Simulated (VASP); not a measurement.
A run of VASP 6.6.1 is set up as follows.

Contents of POSCAR:

```
GaP
1.0
    0.0000000000      2.7252500000      2.7252500000
    2.7252500000      0.0000000000      2.7252500000
    2.7252500000      2.7252500000      0.0000000000
Ga P
1 1
Direct
    0.0000000000      0.0000000000      0.0000000000
    0.7500000000      0.7500000000      0.7500000000
```

File INCAR.step1:

```
SYSTEM = GaP
PREC = Accurate
ENCUT = 520
EDIFF = 1E-6
ISMEAR = -1
SIGMA = 0.05
LREAL = .False.
LASPH = .True.
NELM = 60
ALGO = Normal
ISIF = 2
LWAVE = .False.
LCHARG = .True.
GGA = RP
NBANDS = 16
```

File KPOINTS.step1:

```
Automatic mesh
0
Gamma
  8 8 8
  0 0 0
```

File INCAR.step2:

```
SYSTEM = GaP
PREC = Accurate
ENCUT = 520
EDIFF = 1E-6
ISMEAR = 0
SIGMA = 0.05
LREAL = .False.
LASPH = .True.
NELM = 60
ALGO = Normal
ISIF = 2
LWAVE = .False.
LCHARG = .False.
GGA = RP
NBANDS = 16
ICHARG = 11
```

KPOINTS.step2

```
path GXWKGLUWLK,UX
20
line-mode
reciprocal
 0.0000000000  0.0000000000  0.0000000000  G
 0.5000000000  0.0000000000  0.5000000000  X

 0.5000000000  0.0000000000  0.5000000000  X
 0.5000000000  0.2500000000  0.7500000000  W

 0.5000000000  0.2500000000  0.7500000000  W
 0.3750000000  0.3750000000  0.7500000000  K

 0.3750000000  0.3750000000  0.7500000000  K
 0.0000000000  0.0000000000  0.0000000000  G

 0.0000000000  0.0000000000  0.0000000000  G
 0.5000000000  0.5000000000  0.5000000000  L

 0.5000000000  0.5000000000  0.5000000000  L
 0.6250000000  0.2500000000  0.6250000000  U

 0.6250000000  0.2500000000  0.6250000000  U
 0.5000000000  0.2500000000  0.7500000000  W

 0.5000000000  0.2500000000  0.7500000000  W
 0.5000000000  0.5000000000  0.5000000000  L

 0.5000000000  0.5000000000  0.5000000000  L
 0.3750000000  0.3750000000  0.7500000000  K

 0.6250000000  0.2500000000  0.6250000000  U
 0.5000000000  0.0000000000  0.5000000000  X
```

Potentials or basis: VASP PAW PBE potentials, release 64 (Ga_d, P).

Command:

```console
$ cat potpaw_PBE.64/Ga_d/POTCAR potpaw_PBE.64/P/POTCAR > POTCAR
$ cp INCAR.step1 INCAR
$ cp KPOINTS.step1 KPOINTS
$ mpirun -np 1 vasp_std > vasp.out
$ cp INCAR.step2 INCAR
$ cp KPOINTS.step2 KPOINTS
$ mpirun -np 1 vasp_std > vasp.out
```

Task: Predict the band gap on the k mesh.

Result: 1.73 eV, indirect (least direct gap 1.96 eV).

Task: What does it give for the band gap along the path?

Result: 1.68 eV, indirect (least direct gap 1.96 eV).

Levels at the corners of the path, in eV from the valence-band top:
```tsv
point	band 5	band 6	band 7	band 8	band 9	band 10	band 11	band 12	band 13	band 14
Γ	-14.44	-12.46	0.00	0.00	0.00	1.96	3.92	3.92	3.92	9.03
X	-14.42	-9.51	-6.71	-2.67	-2.67	1.75	1.90	10.64	10.64	11.34
X	-14.42	-9.51	-6.71	-2.67	-2.67	1.75	1.90	10.64	10.64	11.34
W	-14.43	-9.42	-6.50	-3.54	-3.39	4.78	4.90	6.17	6.23	11.71
W	-14.43	-9.42	-6.50	-3.54	-3.39	4.78	4.90	6.17	6.23	11.71
K	-14.43	-9.55	-6.50	-3.90	-2.24	2.27	4.87	8.27	8.35	9.41
K	-14.43	-9.55	-6.50	-3.90	-2.24	2.27	4.87	8.27	8.35	9.41
Γ	-14.44	-12.46	0.00	0.00	0.00	1.96	3.92	3.92	3.92	9.03
Γ	-14.44	-12.46	0.00	0.00	0.00	1.96	3.92	3.92	3.92	9.03
L	-14.43	-10.41	-6.58	-1.11	-1.11	1.77	4.75	4.75	8.46	11.06
L	-14.43	-10.41	-6.58	-1.11	-1.11	1.77	4.75	4.75	8.46	11.06
U	-14.43	-9.55	-6.50	-3.90	-2.24	2.27	4.87	8.27	8.35	9.41
U	-14.43	-9.55	-6.50	-3.90	-2.24	2.27	4.87	8.27	8.35	9.41
W	-14.43	-9.42	-6.50	-3.54	-3.39	4.78	4.90	6.17	6.23	11.71
W	-14.43	-9.42	-6.50	-3.54	-3.39	4.78	4.90	6.17	6.23	11.71
L	-14.43	-10.41	-6.58	-1.11	-1.11	1.77	4.75	4.75	8.46	11.06
L	-14.43	-10.41	-6.58	-1.11	-1.11	1.77	4.75	4.75	8.46	11.06
K	-14.43	-9.55	-6.50	-3.90	-2.24	2.27	4.87	8.27	8.35	9.41
U	-14.43	-9.55	-6.50	-3.90	-2.24	2.27	4.87	8.27	8.35	9.41
X	-14.42	-9.51	-6.71	-2.67	-2.67	1.75	1.90	10.64	10.64	11.34
```

Caveat: the log is that of the step along the path at fixed density, whose energy, stress, charges and moments have no meaning.

**The experiment to reproduce.**

“Stacking defects in GaP nanowires: Electronic structure and optical properties”, 2018, arxiv:1810.01194 quotes, for a bulk crystal of GaP at 10 K: band gap 2.34 eV (indirect).

Against the measured gap of GaP, 2.34 eV (indirect; 10 K; quoted in “Stacking defects in GaP nanowires: Electronic structure and optical properties”, 2018, arxiv:1810.01194), the calculated 1.68 eV is off by -0.66 eV. Spin-orbit coupling on Ga is left out. The value is that of RPBE, without temperature or zero-point motion. Semilocal functionals fall short of measured gaps as a rule.
